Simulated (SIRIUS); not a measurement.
Sb, 2 atoms in the cell. It takes space group R-3m (No. 166, trigonal). The conventional cell has a = 4.308 Å, b = 4.308 Å, c = 11.274 Å, α = 90.00°, β = 90.00°, γ = 120.00°. Around Sb (site symmetry 3m) lie 3 Sb at 2.91 Å. 

```yaml
Program: SIRIUS 7.10.0
Task: single point
Functional: RPBE
Potentials_or_basis: PseudoDojo 0.4.1 PBE standard (scalar relativistic)
Cutoff: 1102 eV
Density_cutoff: 4408 eV
k_mesh: 4 × 4 × 4
Occupations: fermi-dirac, width 0.05 eV
Spin: no spin polarisation
Libxc_names: "[\"XC_GGA_X_RPBE\", \"XC_GGA_C_PBE\"]"
Energy_tol: 1e-08 Ha
Density_tol: 1e-06
Mixer: anderson
Mixing_beta: 0.7
Max_scf: 100
Radial_cutoff_for_the_potentials'_integrals: 6.5 bohr
```

Potentials or basis: PseudoDojo 0.4.1 PBE standard (scalar relativistic).

Command:

```console
$ upf_to_json Sb.upf
$ OMP_NUM_THREADS=1 sirius.scf --input=sirius.json --output=out.json --task=0
```

Hardware: 1 thread of Arm Neoverse V1 (shared host).

Q: Estimate the wall time of this run.

A: Run time: 49 s on 1 thread of Arm Neoverse V1, with other jobs on the host, peak memory 0.32 GiB. Counts: scf iterations 12, k points 13, plane waves 5037, bands 23.
